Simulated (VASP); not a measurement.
**LiF (Griceite): input slips in a relaxation and what they do**

Some relaxations of LiF (Griceite) get a fault in the input on purpose. Which of them show, and how? The starting structure is a measured crystal structure from the Crystallography Open Database. The first relaxation on each setting starts from this cell expanded by 3 % in volume.

Calculated with VASP 6.6.1; Kohn-Sham DFT with plane waves and PAW; PBEsol.

## 1. The starting structure

The structure is cubic, space group Fm-3m (No. 225). The conventional cell has a = 4.028 Å, b = 4.028 Å, c = 4.028 Å, α = 90.00°, β = 90.00°, γ = 90.00°. Nearest to F lie 6 Li at 2.01 Å. Nearest to Li lie 6 F at 2.01 Å. Farther neighbours and most contacts between anions are not listed.

Structure file:

```
F Li
1.0
     0.00000    2.01400    2.01400
     2.01400    0.00000    2.01400
     2.01400    2.01400    0.00000
F Li
1 1
Cartesian
  2.0140 2.0140 2.0140
  0.0000 0.0000 0.0000
```

## 2. Reference relaxation

This run starts from the cell of an earlier relaxation, which isn't shown; the restart sets up the plane waves anew.

INCAR

```
SYSTEM = LiF
PREC = Accurate
ENCUT = 650
EDIFF = 1E-06
NELM = 100
ISMEAR = 0
SIGMA = 0.03
LREAL = .FALSE.
ALGO = Normal
GGA = PS
NBANDS = 11
LORBIT = 11
LWAVE = .FALSE.
LCHARG = .FALSE.
KPAR = 4
IBRION = 2
NSW = 50
ISIF = 3
EDIFFG = -0.006
```

POSCAR

```
LiF
1.0
    0.0000000000      1.9977167647      1.9977167647
    1.9977167647      0.0000000000      1.9977167647
    1.9977167647      1.9977167647      0.0000000000
F Li
1 1
Direct
    0.5000000000      0.5000000000      0.5000000000
    0.0000000000      0.0000000000      0.0000000000
```

KPOINTS

```
Automatic mesh
0
Gamma
10 10 10
0 0 0
```

The projector-augmented-wave data sets are F and Li_sv (PBE family, release 64).

Command:

```
mpirun -np 4 vasp_std
```

Output:

```text
[banner, memory and clock lines left out]
running    4 mpi-ranks, on    1 nodes
 distrk:  each k-point on    1 cores,    4 groups
 distr:  one band on    1 cores,    1 groups

 POSCAR found type information on POSCAR F Li
 POSCAR found :  2 types and       2 ions
|                                                                             |
|               ----> ADVICE to this user running VASP <----                  |
|                                                                             |
|     You enforced a specific xc type in the INCAR file but a different       |
|     [... a line on the potential file left out ...]
|     I HOPE YOU KNOW WHAT YOU ARE DOING!                                     |
|                                                                             |

 LDA part: xc-table for (Slater+PW92), standard interpolation
 POSCAR, INCAR and KPOINTS ok, starting setup
 FFT: planning ... GRIDC
 FFT: planning ... GRID_SOFT
 FFT: planning ... GRID
 WAVECAR not read
 entering main loop
       N       E                     dE             d eps       ncg     rms          rms(c)
DAV:   1     0.393733534859E+02    0.39373E+02   -0.61046E+03  1050   0.107E+03
DAV:   2    -0.888457263891E+01   -0.48258E+02   -0.47299E+02  1198   0.218E+02
DAV:   3    -0.102575421962E+02   -0.13730E+01   -0.13675E+01  1338   0.329E+01
DAV:   4    -0.102797577695E+02   -0.22216E-01   -0.22213E-01  1307   0.432E+00
DAV:   5    -0.102800211459E+02   -0.26338E-03   -0.26337E-03  1347   0.342E-01    0.405E+00
DAV:   6    -0.985661824386E+01    0.42340E+00   -0.20305E+00  1193   0.951E+00    0.139E+00
DAV:   7    -0.985450819470E+01    0.21100E-02   -0.16917E-02  1436   0.126E+00    0.842E-01
DAV:   8    -0.985655592469E+01   -0.20477E-02   -0.12115E-02  1392   0.134E+00    0.106E-01
DAV:   9    -0.985657831715E+01   -0.22392E-04   -0.10415E-03  1240   0.312E-01    0.432E-02
DAV:  10    -0.985662767998E+01   -0.49363E-04   -0.10101E-04  1188   0.848E-02    0.103E-02
DAV:  11    -0.985662811374E+01   -0.43376E-06   -0.44368E-06  1398   0.228E-02
   1 F= -.98566281E+01 E0= -.98566281E+01  d E =-.985663E+01
 curvature:   0.00 expect dE= 0.000E+00 dE for cont linesearch  0.000E+00
 trial: gam= 0.00000 g(F)=  0.630E-60 g(S)=  0.366E-06 ort = 0.000E+00 (trialstep = 0.100E+01)
 search vector abs. value=  0.367E-06
 reached required accuracy - stopping structural energy minimisation
```

Elapsed: 1.6 s, on 4 MPI ranks of Intel Xeon 6975P-C (Granite Rapids), shared host; peak memory 0.48 GiB.

The logs omit lines about the potential files and the build; timing stands in the text.

OUTCAR, selected parts (step 2):

```text
ion  position               nearest neighbor table
   1  0.500  0.500  0.500-   2 2.00   2 2.00   2 2.00   2 2.00   2 2.00   2 2.00
   2  0.000  0.000  0.000-   1 2.00   1 2.00   1 2.00   1 2.00   1 2.00   1 2.00

  LATTYP: Found a face centered cubic cell.
 ALAT       =     3.9954335294

 Subroutine GETGRP returns: Found 48 space group operations
 (whereof 48 operations were pure point group operations)

The static configuration has the point symmetry O_h .

 Found     47 irreducible k-points:

   k-points           NKPTS =     47   k-points in BZ     NKDIM =     47   number of bands    NBANDS=     11

   dimension x,y,z NGX =    24 NGY =   24 NGZ =   24
   dimension x,y,z NGXF=    48 NGYF=   48 NGZF=   48

   ENCUT  =  650.0 eV  47.77 Ry    6.91 a.u.   5.87  5.87  5.87*2*pi/ulx,y,z

   NELECT =      10.0000    total number of electrons

 k-points in reciprocal lattice and weights: Automatic mesh
   0.00000000  0.00000000  0.00000000       0.001
   0.10000000  0.00000000  0.00000000       0.008
   0.20000000  0.00000000  0.00000000       0.008
   0.30000000  0.00000000  0.00000000       0.008
   0.40000000  0.00000000  0.00000000       0.008
   0.50000000  0.00000000  0.00000000       0.004
   0.10000000  0.10000000  0.00000000       0.006
   0.20000000  0.10000000  0.00000000       0.024
   0.30000000  0.10000000  0.00000000       0.024
[...]
-0.30000000  0.40000000  0.20000000       0.024
  -0.30000000  0.50000000  0.20000000       0.012

 average (electrostatic) potential at core
       1 -76.5546       2 -60.3553

 E-fermi :  -0.7725

 k-point     1 :       0.0000    0.0000    0.0000
  band No.  band energies     occupation
      1     -41.1129      2.00000
      2     -20.8968      2.00000
      3      -0.9659      2.00000
      4      -0.9659      2.00000
      5      -0.9659      2.00000
      6       8.1659      0.00000
      7      23.1780      0.00000
      8      23.1780      0.00000
      9      23.1783      0.00000
     10      23.3877      0.00000
    ...

 k-point     2 :       0.1000    0.0000    0.0000
  band No.  band energies     occupation
      1     -41.1059      2.00000
      2     -20.8558      2.00000
      3      -1.2668      2.00000
      4      -0.9898      2.00000
      5      -0.9898      2.00000
      6       8.4605      0.00000
      7      20.3415      0.00000
      8      21.8564      0.00000
      9      21.8564      0.00000
     10      24.4859      0.00000
    ...

 k-point     3 :       0.2000    0.0000    0.0000
  band No.  band energies     occupation
      1     -41.0882      2.00000
      2     -20.7462      2.00000
      3      -1.9888      2.00000
      4      -1.0521      2.00000
      5      -1.0521      2.00000
      6       9.1025      0.00000
      7      17.8460      0.00000
      8      20.3394      0.00000
      9      20.3394      0.00000
     10      25.5400      0.00000
    ...

  Total        0.0022504      0.0022504      0.0022504      0.0000000      0.0000000      0.0000000
  in kB        0.2261221      0.2261221      0.2261221      0.0000000      0.0000000      0.0000000
  external PRESSURE =       0.2261221 kB  Pullay stress =       0.0000000 kB

  energy-cutoff  :      650.00
  volume of cell :       15.95
      direct lattice vectors                 reciprocal lattice vectors
     0.000000000  1.997716765  1.997716765    -0.250285731  0.250285731  0.250285731
     1.997716765  0.000000000  1.997716765     0.250285731 -0.250285731  0.250285731
     1.997716765  1.997716765  0.000000000     0.250285731  0.250285731 -0.250285731

 POSITION                                       TOTAL-FORCE (eV/Angst)
 -----------------------------------------------------------------------------------
      1.99772      1.99772      1.99772         0.000000      0.000000     -0.000000
      0.00000      0.00000      0.00000        -0.000000     -0.000000      0.000000
 -----------------------------------------------------------------------------------
    total drift:                               -0.000000     -0.000000      0.000000

  FREE ENERGIE OF THE ION-ELECTRON SYSTEM (eV)
  ---------------------------------------------------
  free  energy   TOTEN  =        -9.8566281137 eV

  energy  without entropy=       -9.8566281137  energy(sigma->0) =       -9.85662811

 reached required accuracy - stopping structural energy minimisation

 total charge
# of ion       s       p       d       tot
------------------------------------------
    1        1.721   4.404   0.000   6.125
    2        2.019   0.056   0.000   2.075
--------------------------------------------------
tot          3.740   4.460   0.000   8.200

[... 3 further parts left out ...]
```

The PAW data sets were made with PBE, which is usual practice but a small mismatch for other functionals. The run keeps the 48 symmetry operations of its start, so it cannot find a distortion of lower symmetry.

The reference relaxation ends at 7.973 Å³ an atom.

## 3. Relaxation with a loose energy criterion for the relaxation

A slip made on purpose: a loose energy criterion for the relaxation. Against step 2 the input has EDIFFG = 0.1 (also changed: NELM).

INCAR, as its differences from that of step 2:

```diff
@@ -4,3 +4,3 @@
 EDIFF = 1E-06
-NELM = 100
+NELM = 60
 ISMEAR = 0
@@ -18,2 +18,2 @@
 ISIF = 3
-EDIFFG = -0.006
+EDIFFG = 0.1
```

POSCAR

```
LiF
1.0
    0.0000000000      2.0339418910      2.0339418910
    2.0339418910      0.0000000000      2.0339418910
    2.0339418910      2.0339418910      0.0000000000
F Li
1 1
Direct
    0.5000000000      0.5000000000      0.5000000000
    0.0000000000      0.0000000000      0.0000000000
```

KPOINTS is that of step 2.

Command:

```
mpirun -np 4 vasp_std
```

Output:

```text
[banner, memory and clock lines left out]
running    4 mpi-ranks, on    1 nodes
[...]
[... a notice as in an earlier step ...]

 LDA part: xc-table for (Slater+PW92), standard interpolation
 POSCAR, INCAR and KPOINTS ok, starting setup
[...]
entering main loop
       N       E                     dE             d eps       ncg     rms          rms(c)
DAV:   1     0.370169669971E+02    0.37017E+02   -0.63149E+03  1082   0.108E+03
DAV:   2    -0.891125574545E+01   -0.45928E+02   -0.44262E+02  1188   0.209E+02
DAV:   3    -0.102629702474E+02   -0.13517E+01   -0.13474E+01  1366   0.324E+01
DAV:   4    -0.102761265072E+02   -0.13156E-01   -0.13154E-01  1222   0.340E+00
[...]
DAV:   9    -0.985092737019E+01   -0.24991E-04   -0.10264E-03  1226   0.310E-01    0.446E-02
DAV:  10    -0.985098172053E+01   -0.54350E-04   -0.12376E-04  1180   0.902E-02    0.705E-03
DAV:  11    -0.985098265402E+01   -0.93349E-06   -0.28463E-06  1412   0.189E-02
   1 F= -.98509827E+01 E0= -.98509827E+01  d E =-.985098E+01
[...]
DAV:   4    -0.985892093525E+01    0.65564E-03   -0.74488E-04  1551   0.251E-01    0.163E-02
DAV:   5    -0.985892421285E+01   -0.32776E-05   -0.33407E-05  1168   0.567E-02    0.493E-03
DAV:   6    -0.985892420148E+01    0.11372E-07   -0.20098E-06  1265   0.124E-02
   2 F= -.98589242E+01 E0= -.98589242E+01  d E =-.794155E-02
 trial-energy change:   -0.007942  1 .order   -0.007798   -0.010323   -0.005272
 step:   1.7985(harm=  2.0437)  dis= 0.00000  next Energy=    -9.861102 (dE=-0.101E-01)
[...]
N       E                     dE             d eps       ncg     rms          rms(c)
DAV:   1    -0.990575813771E+01   -0.46834E-01   -0.82987E-01  1055   0.802E+00    0.173E+00
DAV:   2    -0.986275266557E+01    0.43005E-01   -0.22724E-01  1121   0.336E+00    0.328E-01
DAV:   3    -0.986186556700E+01    0.88710E-03   -0.15834E-03  1222   0.411E-01    0.185E-01
DAV:   4    -0.986144300246E+01    0.42256E-03   -0.47233E-04  1531   0.201E-01    0.127E-02
DAV:   5    -0.986144555082E+01   -0.25484E-05   -0.20700E-05  1151   0.454E-02    0.394E-03
DAV:   6    -0.986144533969E+01    0.21113E-06   -0.12886E-06  1182   0.101E-02
   3 F= -.98614453E+01 E0= -.98614453E+01  d E =-.104627E-01
[...]
reached required accuracy - stopping structural energy minimisation
```

Elapsed: 3 s, on 4 MPI ranks; peak memory 0.5 GiB; 9.1 s of CPU time.

Parts of OUTCAR (step 3):

```text
  Total       -0.0315815     -0.0315815     -0.0315815     -0.0000000     -0.0000000     -0.0000000
  in kB       -3.1595402     -3.1595402     -3.1595402     -0.0000000     -0.0000000     -0.0000000
  external PRESSURE =      -3.1595402 kB  Pullay stress =       0.0000000 kB

 POSITION                                       TOTAL-FORCE (eV/Angst)
 -----------------------------------------------------------------------------------
      2.00061      2.00061      2.00061         0.000000     -0.000000     -0.000000
     -0.00000      0.00000      0.00000        -0.000000      0.000000      0.000000
 -----------------------------------------------------------------------------------
    total drift:                               -0.000000     -0.000000      0.000000

  FREE ENERGIE OF THE ION-ELECTRON SYSTEM (eV)
  ---------------------------------------------------
  free  energy   TOTEN  =        -9.8614453397 eV

  energy  without entropy=       -9.8614453397  energy(sigma->0) =       -9.86144534

[... 2 parts as in an earlier step ...]

[... 2 further parts left out ...]
[key lines of the parts left out:]
E-fermi :  -0.8264
```

With a loose energy criterion for the relaxation the cell ends at 8.007 Å³ an atom, +0.44 % from the reference.

## 4. Relaxation with an ionic step far too long

A slip made on purpose: an ionic step far too long. Against step 2 the input has IBRION = 1 and POTIM = 2 (also changed: NELM and NSW).

INCAR, as its differences from that of step 3:

```diff
@@ -15,5 +15,6 @@
 KPAR = 4
-IBRION = 2
-NSW = 50
+IBRION = 1
+NSW = 30
 ISIF = 3
-EDIFFG = 0.1
+EDIFFG = -0.006
+POTIM = 2
```

POSCAR is that of step 3.

KPOINTS is that of step 3.

Command:

```
mpirun -np 4 vasp_std
```

Output:

```text
[... set-up lines as in an earlier step ...]
 entering main loop
       N       E                     dE             d eps       ncg     rms          rms(c)
[... 11 cycles as in an earlier step ...]
   1 F= -.98509827E+01 E0= -.98509827E+01  d E =-.985098E+01
[...]
2 F= -.98483593E+01 E0= -.98483593E+01  d E =0.262337E-02
[...]
3 F= -.98614584E+01 E0= -.98614584E+01  d E =-.130991E-01
[...]
4 F= -.98615159E+01 E0= -.98615159E+01  d E =-.574535E-04
 BRION: g(F)=  0.606E-59 g(S)=  0.745E-06 retain N=  1 mean eig= 0.45
 eig:   0.448
 reached required accuracy - stopping structural energy minimisation
```

The job ended after 3.6 s (4 MPI ranks; peak memory 0.51 GiB).

Parts of OUTCAR (step 4):

```text
  Total       -0.0016047     -0.0016047     -0.0016047      0.0000000      0.0000000     -0.0000000
  in kB       -0.1612250     -0.1612250     -0.1612250      0.0000000      0.0000000     -0.0000000
  external PRESSURE =      -0.1612250 kB  Pullay stress =       0.0000000 kB

 POSITION                                       TOTAL-FORCE (eV/Angst)
 -----------------------------------------------------------------------------------
      1.99779      1.99779      1.99779        -0.000000     -0.000000     -0.000000
     -0.00000     -0.00000      0.00000         0.000000      0.000000      0.000000
 -----------------------------------------------------------------------------------
    total drift:                               -0.000000     -0.000000      0.000000

  FREE ENERGIE OF THE ION-ELECTRON SYSTEM (eV)
  ---------------------------------------------------
  free  energy   TOTEN  =        -9.8615158850 eV

  energy  without entropy=       -9.8615158850  energy(sigma->0) =       -9.86151588

[... 2 parts as in an earlier step ...]

[... 2 further parts left out ...]
[key lines of the parts left out:]
E-fermi :  -0.7846
```

With an ionic step far too long the cell ends at 7.974 Å³ an atom, +0.01 % from the reference.

[end of part 1 of 2]

[Lines on the potential files, build, host, timing and source positions are cut from VASP's logs without a mark.]

[Logs are printed without paths, hosts, clocks, repeated set-up lines and the standing remarks that a program may print on its own settings, such as how far it seeks lower states.]

[Hosts, paths, dates, database ids (printed as entryN), source tags and the programs' standing remarks are cut or masked in the printed files.]
